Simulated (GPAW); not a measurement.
**AlN in GPAW: the effect of functional**

Crystal: AlN.

```
CELL_PARAMETERS angstrom
0.00000 2.18399 2.18399
2.18399 0.00000 2.18399
2.18399 2.18399 0.00000
ATOMIC_POSITIONS crystal
Al 0.00000 0.00000 0.00000
N 0.25000 0.25000 0.25000
```

Measurements of this composition are mostly on another form, of space group No. 186.

Alike in all runs:

| Item | Value |
| --- | --- |
| Program | GPAW 26.7.0 |
| Task | dielectric tensor |
| Cutoff | 550 eV |
| Basis | pw |
| k mesh | 8 × 8 × 8 |
| Occupations | fermi-dirac, width 0.001 eV |
| Spin | no spin polarisation |

| functional | potentials or basis | dielectric constant (mean) |
| --- | --- | --- |
| GLLB-SC | the program's PAW data sets (release 1.2.1) made for this functional | ? |
| PBE | GPAW PAW data sets (gpaw-data 1.2.1) | 4.36 |
| RPBE | the program's PAW data sets (release 1.2.1) made for this functional | 4.33 |

Problem. What does the run with functional GLLB-SC give?

Solution. Dielectric constant 3.79 mean.

Caveats: the long-wavelength limit can be off by a per cent or two; a model potential gives levels but no total energy (some runs); response on these states lacks terms of the Hamiltonian (some runs).
